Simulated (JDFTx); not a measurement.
Crystal: ZrB2.

```xyz
3
Lattice="3.1700 0.0000 0.0000 -1.5850 2.7453 0.0000 0.0000 0.0000 3.5330" Properties=species:S:1:pos:R:3 pbc="T T T"
Zr    0.0000    0.0000    0.0000
B     1.5850    0.9151    1.7665
B     0.0000    1.8302    1.7665
```

```yaml
Program: JDFTx 1.7.0 (patched build)
Task: relaxation of cell and atoms
Functional: PBE
Dispersion: D3
Potentials_or_basis: PseudoDojo-SR-PBE-0.5-standard
Cutoff: 1034 eV
Density_cutoff: 8272 eV
k_mesh: 10 × 10 × 8
Occupations: fermi-dirac, width 0.05 eV
Spin: no spin polarisation
```

At the start: pressure -4.3 GPa; volume 10.25 Å³/atom.

Question: Where does the relaxation end?

Answer: Over 5 steps the energy falls by 2.5 meV/atom and the volume is 10.07 Å³/atom (-1.7 %); space group P6/mmm (No. 191, to 0.05 Å).

The path:
```tsv
step	energy change (eV)	largest force (eV/Å)	pressure (GPa)	volume (Å³)
1	0.0000	0.0000	-4.26	30.75
2	-0.0020	0.0000	-3.65	30.67
3	-0.0073	0.0000	-0.01	30.22
4	-0.0074	0.0000	0.00	30.22
5	-0.0074	0.0000	0.00	30.22
```

Final structure:
```cif
data_structure
_symmetry_space_group_name_H-M 'P 1'
_symmetry_Int_Tables_number 1
_cell_length_a 3.1485
_cell_length_b 3.1485
_cell_length_c 3.5202
_cell_angle_alpha 90.000
_cell_angle_beta 90.000
_cell_angle_gamma 120.000
_cell_volume 30.22
loop_
_atom_site_label
_atom_site_type_symbol
_atom_site_fract_x
_atom_site_fract_y
_atom_site_fract_z
_atom_site_occupancy
Zr1 Zr 0.00000 0.00000 0.00000 1
B1 B 0.66667 0.33333 0.50000 1
B2 B 0.33333 0.66667 0.50000 1
```

Caveat: pairwise dispersion overbinds metals, which lowers pressure and volume.
